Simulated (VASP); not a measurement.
# AlN (P6_3mc) in VASP: a series of runs, part 2 of 3

VASP 6.6.1.

### 3 Dielectric tensor, PBEsol

This run uses another cell than the first one, of 10.53 Å³/atom, 1.008 times its volume.

File INCAR:

```
PREC = Accurate ; ENCUT = 600
EDIFF = 1E-8 ; ISMEAR = 0
SIGMA = 0.03 ; LREAL = F
LASPH = T ; NELM = 80
ALGO = Normal ; ISIF = 2
LWAVE = F ; LCHARG = F
GGA = PS ; LEPSILON = T
```

File KPOINTS:

```
regular mesh
0
Gamma
  12 12 6
```

File POSCAR:

```
AlN                                     
1.0
    3.1203085856     -0.0000000000      0.0000000000
   -1.5601542927      2.7022665028     -0.0000000000
    0.0000000000      0.0000000000      4.9964839456
  Al              N             
     2     2
Direct
     0.3333333332999970    0.6666666667000030    0.9990738870623668
     0.6666666667000030    0.3333333332999970    0.4990738870623668
     0.3333333332999970    0.6666666667000030    0.3809261129376358
     0.6666666667000030    0.3333333332999970    0.8809261129376358
```

Potentials or basis: VASP PAW PBE potentials, release 64 (Al, N).

Command:

```bash
$ cat potpaw_PBE.64/Al/POTCAR potpaw_PBE.64/N/POTCAR > POTCAR
$ mpirun -np 1 vasp_std > vasp.out
```

OUTCAR:

```text
PREC = Accurate
   ENCUT = 600
   EDIFF = 1E-8
   ISMEAR = 0
   LREAL = F
   LASPH = T
   NELM = 80
   ISIF = 2
   GGA = PS
   LEPSILON = T

 ion  position               nearest neighbor table
   1  0.333  0.667  0.999-   4 1.90   4 1.90   4 1.90   3 1.91   2 3.08   2 3.08   2 3.08   2 3.08
                             2 3.08   2 3.08
   2  0.667  0.333  0.499-   3 1.90   3 1.90   3 1.90   4 1.91   1 3.08   1 3.08   1 3.08   1 3.08
                             1 3.08   1 3.08
   3  0.333  0.667  0.381-   2 1.90   2 1.90   2 1.90   1 1.91
   4  0.667  0.333  0.881-   1 1.90   1 1.90   1 1.90   2 1.91

  LATTYP: Found a hexagonal cell.
 ALAT       =     3.1203085856
 C/A-ratio  =     1.6012787865

  Lattice vectors:

 A1 = (   3.1203085856,   0.0000000000,   0.0000000000)
 A2 = (  -1.5601542927,   2.7022665028,   0.0000000000)
 A3 = (   0.0000000000,   0.0000000000,   4.9964839456)

Analysis of symmetry for initial positions (statically):
=====================================================================
 Subroutine PRICEL returns:
 Original cell was already a primitive cell.

 Routine SETGRP: Setting up the symmetry group for a
 hexagonal supercell.

 Subroutine GETGRP returns: Found 12 space group operations
 (whereof  6 operations were pure point group operations)
 out of a pool of 24 trial point group operations.

The static configuration has the point symmetry C_3v.
 The point group associated with its full space group is C_6v.

Analysis of symmetry for dynamics (positions and initial velocities):
=====================================================================
 Subroutine PRICEL returns:
 Original cell was already a primitive cell.

 Routine SETGRP: Setting up the symmetry group for a
 hexagonal supercell.

 Subroutine GETGRP returns: Found 12 space group operations
 (whereof  6 operations were pure point group operations)
 out of a pool of 24 trial point group operations.

The dynamic configuration has the point symmetry C_3v.
 The point group associated with its full space group is C_6v.

 Subroutine INISYM returns: Found 12 space group operations
 (whereof  6 operations are pure point group operations),
 and found     1 'primitive' translations

----------------------------------------------------------------------------------------

                                     Primitive cell

  volume of cell :      42.1299

  direct lattice vectors                    reciprocal lattice vectors
     3.120308586  0.000000000  0.000000000     0.320481123  0.185029863  0.000000000
    -1.560154293  2.702266503  0.000000000     0.000000000  0.370059725  0.000000000
     0.000000000  0.000000000  4.996483946     0.000000000  0.000000000  0.200140741

  length of vectors
[... 499 lines left out ...]
  Direction    XX          YY          ZZ          XY          YZ          ZX
  --------------------------------------------------------------------------------------
  -------------------------------------------------------------------------------------
  Total       -0.3942759     -0.3942759     -0.3960360     -0.0000000      0.0000000      0.0000000
  in kB      -14.9941054    -14.9941054    -15.0610425     -0.0000000      0.0000000      0.0000000
  external PRESSURE =     -15.0164178 kB  Pullay stress =       0.0000000 kB

 VOLUME and BASIS-vectors are now :
 -----------------------------------------------------------------------------
  energy-cutoff  :      600.00
  volume of cell :       42.13
      direct lattice vectors                 reciprocal lattice vectors
     3.120308586  0.000000000  0.000000000     0.320481123  0.185029863  0.000000000
    -1.560154293  2.702266503  0.000000000     0.000000000  0.370059725  0.000000000
     0.000000000  0.000000000  4.996483946     0.000000000  0.000000000  0.200140741

 POSITION                                       TOTAL-FORCE (eV/Angst)
 -----------------------------------------------------------------------------------
     -0.00000      1.80151      4.99186         0.000000     -0.000000      0.000033
      1.56015      0.90076      2.49361        -0.000000      0.000000      0.000033
     -0.00000      1.80151      1.90329         0.000000     -0.000000     -0.000033
      1.56015      0.90076      4.40153        -0.000000      0.000000     -0.000033
 -----------------------------------------------------------------------------------
    total drift:                               -0.000000      0.000000      0.000405

  FREE ENERGIE OF THE ION-ELECTRON SYSTEM (eV)
  ---------------------------------------------------
  free  energy   TOTEN  =       -31.3146374300 eV

  energy  without entropy=      -31.3146374300  energy(sigma->0) =      -31.31463743

 HEAD OF MICROSCOPIC STATIC DIELECTRIC TENSOR (INDEPENDENT PARTICLE, excluding Hartree and local field effects)
 ------------------------------------------------------
           4.686424     0.000000     0.000000
           0.000000     4.686424     0.000000
          -0.000000     0.000000     4.902104
 ------------------------------------------------------

 Free energy of the ion-electron system (eV)
  ---------------------------------------------------
  ---------------------------------------------------
  free energy    TOTEN  =        -0.44297256 eV

  energy without entropy =       -0.44297256

------------------------ aborting loop because EDIFF is reached ----------------------------------------

--------------------------------------- Ionic step        2  -------------------------------------------

------------------------ aborting loop because EDIFF is reached ----------------------------------------

--------------------------------------- Ionic step        3  -------------------------------------------

 Free energy of the ion-electron system (eV)
  ---------------------------------------------------
  ---------------------------------------------------
  free energy    TOTEN  =        -0.47055607 eV

  energy without entropy =       -0.47055607

------------------------ aborting loop because EDIFF is reached ----------------------------------------

 PIEZOELECTRIC TENSOR FIELD DIRECTION 3  (e Angst)
 -----------------------------------------------------------------------------
     0.68357  0.00000 -0.00000           (  0.00362  0.00000 -0.00000)
     0.00000  0.68357 -0.00000           (  0.00000  0.00362  0.00000)
     0.00000  0.00000 -1.04192           ( -0.00000  0.00000 -0.00320)

 PIEZOELECTRIC TENSOR FIELD DIRECTION 3  (C/m^2)
 -----------------------------------------------------------------------------
     0.25996  0.00000 -0.00000
     0.00000  0.25996 -0.00000
     0.00000  0.00000 -0.39624

 MACROSCOPIC STATIC DIELECTRIC TENSOR (including local field effects in DFT)
 ------------------------------------------------------
           4.499767     0.000000     0.000000
           0.000000     4.499767    -0.000000
           0.000000     0.000000     4.732267
 ------------------------------------------------------

 PIEZOELECTRIC TENSOR (including local field effects)  for field in x, y, z        (e  Angst)
          XX          YY          ZZ          XY          YZ          ZX
  --------------------------------------------------------------------------------
  x    -0.00000     0.00000     0.00000     0.00000     0.00000     0.88102
  y     0.00000     0.00000     0.00000    -0.00000     0.88102     0.00000
  z     0.68357     0.68357    -1.04192     0.00000    -0.00000     0.00000

 PIEZOELECTRIC TENSOR (including local field effects)  for field in x, y, z        (C/m^2)
          XX          YY          ZZ          XY          YZ          ZX
  --------------------------------------------------------------------------------
  x    -0.00000     0.00000     0.00000     0.00000     0.00000     0.33505
  y     0.00000     0.00000     0.00000    -0.00000     0.33505     0.00000
  z     0.25996     0.25996    -0.39624     0.00000    -0.00000     0.00000

 BORN EFFECTIVE CHARGES (including local field effects) (in |e|, cummulative output)
 ---------------------------------------------------------------------------------
 ion    1
    1     2.51304     0.00000     0.00000
    2     0.00000     2.51304     0.00000
    3    -0.00000     0.00000     2.67650
 ion    2
    1     2.51304     0.00000    -0.00000
    2     0.00000     2.51304    -0.00000
    3     0.00000     0.00000     2.67650
 ion    3
    1    -2.51304    -0.00000    -0.00000
    2    -0.00000    -2.51304     0.00000
    3    -0.00000     0.00000    -2.67650
 ion    4
    1    -2.51304    -0.00000     0.00000
    2    -0.00000    -2.51304     0.00000
    3     0.00000     0.00000    -2.67650
```

Run time: 5.3 min. Hardware: 1 thread of AMD EPYC 9R45 (Zen 5), shared host; peak memory 0.45 GiB.

What came out:

* Band gap on the k mesh: 4.06 eV, direct
* Electronic dielectric tensor (diagonal): 4.50, 4.50, 4.73
* Born charges (mean of the diagonal): Al +2.57; N -2.57 e

Levels at points of the mesh, in eV from the valence-band top:
| k point | band 6 | band 7 | band 8 | band 9 | band 10 | band 11 |
| --- | --- | --- | --- | --- | --- | --- |
| (0.00, 0.00, 0.00) | -0.22 | -0.22 | 0.00 | 4.06 | 6.50 | 10.44 |
| (0.50, 0.00, 0.00) | -2.10 | -1.79 | -0.70 | 5.65 | 5.66 | 8.01 |
| (0.00, 0.00, 0.50) | -0.55 | -0.55 | -0.55 | 6.31 | 6.31 | 10.14 |
| (0.50, 0.00, 0.50) | -1.47 | -1.37 | -1.37 | 5.15 | 5.15 | 9.08 |

Electronic dielectric tensor:
```
4.50 0.00 0.00
0.00 4.50 0.00
0.00 0.00 4.73
```

Born effective charge tensors (e):
atom 1, Al
```
2.51 0.00 0.00
0.00 2.51 0.00
0.00 0.00 2.68
```
atom 2, Al
```
2.51 0.00 0.00
0.00 2.51 0.00
0.00 0.00 2.68
```
atom 3, N
```
-2.51  0.00  0.00
 0.00 -2.51  0.00
 0.00  0.00 -2.68
```
atom 4, N
```
-2.51  0.00  0.00
 0.00 -2.51  0.00
 0.00  0.00 -2.68
```

Caveat: the PAW data sets were made with another functional, which shifts forces and pressure a little.

### 4 Phonons, PBEsol

File POSCAR:

```
AlN
1.0
    3.1131018731      0.0000000000      0.0000000000
   -1.5565509365      2.6960253067     -0.0000000000
   -0.0000000000     -0.0000000000      4.9818131029
  Al              N
     2     2
Direct
     0.3333333332999970    0.6666666667000030    0.9989855796421117
     0.6666666667000030    0.3333333332999970    0.4989855796421115
     0.3333333332999970    0.6666666667000030    0.3810144203578910
     0.6666666667000030    0.3333333332999970    0.8810144203578909
```

File INCAR.step1:

```
PREC = Accurate ; ENCUT = 600
EDIFF = 1E-8 ; ISMEAR = 0
SIGMA = 0.03 ; LREAL = F
LASPH = T ; NELM = 80
ALGO = Normal ; ISIF = 3
LWAVE = F ; LCHARG = F
GGA = PS ; PSTRESS = 15.0
IBRION = 2 ; NSW = 40
EDIFFG = -0.002
```

File INCAR.step2:

```
PREC = Accurate ; ENCUT = 600
EDIFF = 1E-8 ; ISMEAR = 0
SIGMA = 0.03 ; LREAL = F
LASPH = T ; NELM = 80
ALGO = Normal ; ISIF = 2
LWAVE = F ; LCHARG = F
GGA = PS ; PSTRESS = 15.0
IBRION = 6 ; NFREE = 2
POTIM = 0.015 ; NSW = 1
```

KPOINTS is that of step 3.

Potentials or basis: VASP PAW PBE potentials, release 64 (Al, N).

Command:

```bash
$ cat potpaw_PBE.64/Al/POTCAR potpaw_PBE.64/N/POTCAR > POTCAR
$ cp INCAR.step1 INCAR
$ mpirun -np 1 vasp_std > vasp.out
$ cp CONTCAR POSCAR
$ cp INCAR.step2 INCAR
$ mpirun -np 1 vasp_std > vasp.out
```

OUTCAR:

```text
PREC = Accurate
   ENCUT = 600
   EDIFF = 1E-8
   ISMEAR = 0
   LREAL = F
   LASPH = T
   NELM = 80
   ISIF = 2
   GGA = PS
   PSTRESS = 15.0
   IBRION = 6
   NFREE = 2
   POTIM = 0.015
   NSW = 1

 ion  position               nearest neighbor table
   1  0.333  0.667  0.999-   4 1.89   4 1.89   4 1.89   3 1.90   2 3.06   2 3.06   2 3.06   2 3.06
                             2 3.06   2 3.06
   2  0.667  0.333  0.499-   3 1.89   3 1.89   3 1.89   4 1.90   1 3.06   1 3.06   1 3.06   1 3.06
                             1 3.06   1 3.06
   3  0.333  0.667  0.381-   2 1.89   2 1.89   2 1.89   1 1.90
   4  0.667  0.333  0.881-   1 1.89   1 1.89   1 1.89   2 1.90

  LATTYP: Found a hexagonal cell.
 ALAT       =     3.1059401663
 C/A-ratio  =     1.5995960548

  Lattice vectors:

 A1 = (   3.1059401663,   0.0000000000,   0.0000000000)
 A2 = (  -1.5529700831,   2.6898230867,   0.0000000000)
 A3 = (   0.0000000000,   0.0000000000,   4.9682496365)

Analysis of symmetry for initial positions (statically):
=====================================================================
 Subroutine PRICEL returns:
 Original cell was already a primitive cell.

 Routine SETGRP: Setting up the symmetry group for a
 hexagonal supercell.

 Subroutine GETGRP returns: Found 12 space group operations
 (whereof  6 operations were pure point group operations)
 out of a pool of 24 trial point group operations.

The static configuration has the point symmetry C_3v.
 The point group associated with its full space group is C_6v.

Analysis of symmetry for dynamics (positions and initial velocities):
=====================================================================
 Subroutine PRICEL returns:
[... 504 lines left out ...]
  band No.  band energies     occupation
      1      -9.0827      2.00000
      2      -6.8739      2.00000
      3       0.0357      2.00000
      4       5.2536      2.00000
      5       5.2536      2.00000
      6       5.9117      2.00000
      7       5.9117      2.00000
      8       6.1090      2.00000
      9      10.3096      0.00000
     10      12.7355      0.00000
     11      16.6703      0.00000
     12      17.2027      0.00000
[... 331 lines left out ...]
 k-point    24 :       0.3333   -0.0000    0.1667
  band No.  band energies     occupation
      1      -7.7305      2.00000
      2      -6.4592      2.00000
      3       1.1387      2.00000
      4       2.1286      2.00000
      5       2.7550      2.00000
      6       4.3299      2.00000
      7       5.3050      2.00000
      8       5.4657      2.00000
      9      11.8568      0.00000
     10      12.6741      0.00000
     11      14.6335      0.00000
     12      16.2048      0.00000

 [... further k-points ...]
[... 5 lines left out ...]
  --------------------------------------------------------------------------------------
  -------------------------------------------------------------------------------------
  Total        0.3050068      0.3050068      0.5944909      0.0000000      0.0000000      0.0000000
  in kB       11.7733459     11.7733459     22.9475121      0.0000000      0.0000000      0.0000000
  external PRESSURE =       0.4980680 kB  Pullay stress =      15.0000000 kB
[... 23 lines left out ...]
  energy  without entropy=      -31.3115764882  energy(sigma->0) =      -31.31157649

  enthalpy is  TOTEN    =       -30.9229781956 eV   P V=        0.3885982925

 INTERNAL STRAIN TENSORS FROM DISPLACED ATOMS
 ============================================

 INTERNAL STRAIN TENSOR FOR ION    1 for displacements in x,y,z  (eV/Angst):
          X           Y           Z          XY          YZ          ZX
  --------------------------------------------------------------------------------
  x    -0.00000     0.00000     0.00000    -9.48081    -0.00000    -5.61888
  y    -9.48081     9.48081     0.00000     0.00000    -5.61888    -0.00000
  z    -5.84299    -5.84299    12.97854    -0.00000     0.00000     0.00000

 INTERNAL STRAIN TENSOR FOR ION    4 for displacements in x,y,z  (eV/Angst):
          X           Y           Z          XY          YZ          ZX
  --------------------------------------------------------------------------------
  x     0.00000    -0.00000     0.00000    11.06003     0.00000     5.61611
  y    11.06003   -11.06003    -0.00000    -0.00000     5.61611     0.00000
  z     5.84734     5.84734   -12.97209     0.00000     0.00000     0.00000

 Eigenvectors and eigenvalues of the dynamical matrix
 ----------------------------------------------------

   1 f  =   21.634338 THz   135.932556 2PiTHz  721.643843 cm-1    89.472393 meV
             X         Y         Z           dx          dy          dz
     -0.000000  1.793215  4.962908     0.000000   -0.000000    0.019777
      1.552970  0.896608  2.478783     0.000000   -0.000000   -0.019777
     -0.000000  1.793215  1.893277    -0.000000    0.000000   -0.706830
      1.552970  0.896608  4.377402    -0.000000    0.000000    0.706830
[... 71 lines left out ...]
  12 f/i=    0.000432 THz     0.002713 2PiTHz    0.014401 cm-1     0.001785 meV
             X         Y         Z           dx          dy          dz
     -0.000000  1.793215  4.962908    -0.000000   -0.000000   -0.573733
      1.552970  0.896608  2.478783    -0.000000   -0.000000   -0.573733
     -0.000000  1.793215  1.893277    -0.000000   -0.000000   -0.413316
      1.552970  0.896608  4.377402    -0.000000   -0.000000   -0.413316

 ELASTIC MODULI CONTR FROM IONIC RELAXATION (kBar)
 Direction    XX          YY          ZZ          XY          YZ          ZX
 --------------------------------------------------------------------------------
 XX        -781.8182    371.2203    455.7302     -0.0000      0.0000      0.0000
 YY         371.2203   -781.8182    455.7302     -0.0000     -0.0000      0.0000
 ZZ         455.7302    455.7302  -1011.6468      0.0000     -0.0000     -0.0000
 XY          -0.0000     -0.0000      0.0000   -576.5192     -0.0000      0.0000
 YZ           0.0000     -0.0000     -0.0000     -0.0000   -158.2739     -0.0000
 ZX           0.0000      0.0000     -0.0000      0.0000     -0.0000   -158.2739
 --------------------------------------------------------------------------------
```

OSZICAR.step1:

```text
N       E                     dE             d eps       ncg     rms          rms(c)
DAV:   1     0.584325883749E+02    0.58433E+02   -0.82863E+03  1824   0.134E+03
DAV:   2    -0.312885996816E+02   -0.89721E+02   -0.83033E+02  2740   0.249E+02
DAV:   3    -0.357255398775E+02   -0.44369E+01   -0.44183E+01  2412   0.590E+01
[... 74 lines left out ...]
DAV:   2    -0.313142804852E+02    0.45290E-06   -0.22529E-06  2276   0.136E-02    0.179E-03
DAV:   3    -0.313142804053E+02    0.79884E-07   -0.18955E-07  2036   0.393E-03    0.553E-04
DAV:   4    -0.313142803881E+02    0.17230E-07   -0.20891E-08  1020   0.139E-03    0.249E-04
DAV:   5    -0.313142803767E+02    0.11380E-07   -0.41980E-09   924   0.860E-04    0.102E-04
DAV:   6    -0.313142803728E+02    0.39587E-08   -0.97088E-10   924   0.317E-04
   9 F= -.30925682E+02 E0= -.30925682E+02  d E =-.130604E-05
```

Run time: 8.7 min. Hardware: 1 thread of AMD EPYC 9R45 (Zen 5), shared host; peak memory 0.49 GiB.

Results:

| Property | Result |
| --- | --- |
| Relaxed volume | 10.38 Å³/atom |
| Relaxed cell | a = 3.106 Å, b = 3.106 Å, c = 4.968 Å, α = 90.00°, β = 90.00°, γ = 120.00° |
| Space group after relaxing (to 0.05 Å) | P6_3mc (No. 186) |
| Highest phonon frequency at Γ, LO-TO splitting left out | 722 cm⁻¹ |

The path:
```
step  energy change (eV)  largest force (eV/Å)  pressure (GPa)  volume (Å³)
   1              0.0000                0.0006            0.00        41.81
   2              0.0054                0.0055            2.95        41.22
   3              0.0014                0.0026            1.50        41.51
   4              0.0014                0.0026            1.47        41.51
   5              0.0014                0.0030            1.47        41.51
   6              0.0014                0.0034            1.47        41.51
   7              0.0014                0.0032            1.47        41.51
   8              0.0015                0.0021            1.53        41.50
   9              0.0014                0.0002            1.50        41.51
```

Final structure:
```xyz
4
Lattice="3.1059 0.0000 0.0000 -1.5530 2.6898 0.0000 0.0000 0.0000 4.9682" Properties=species:S:1:pos:R:3 pbc="T T T"
Al    0.0000    1.7932    4.9629
Al    1.5530    0.8966    2.4788
N     0.0000    1.7932    1.8933
N     1.5530    0.8966    4.3774
```

Phonon frequencies in cm⁻¹ (negative: imaginary):
```
              q point                                frequencies
(0.000, 0.000, 0.000)  0 0 0 235 235 547 616 664 664 674 674 722
```

Caveat: the PAW data sets were made with another functional, which shifts forces and pressure a little.

(Part 2 of 3 ends here.)
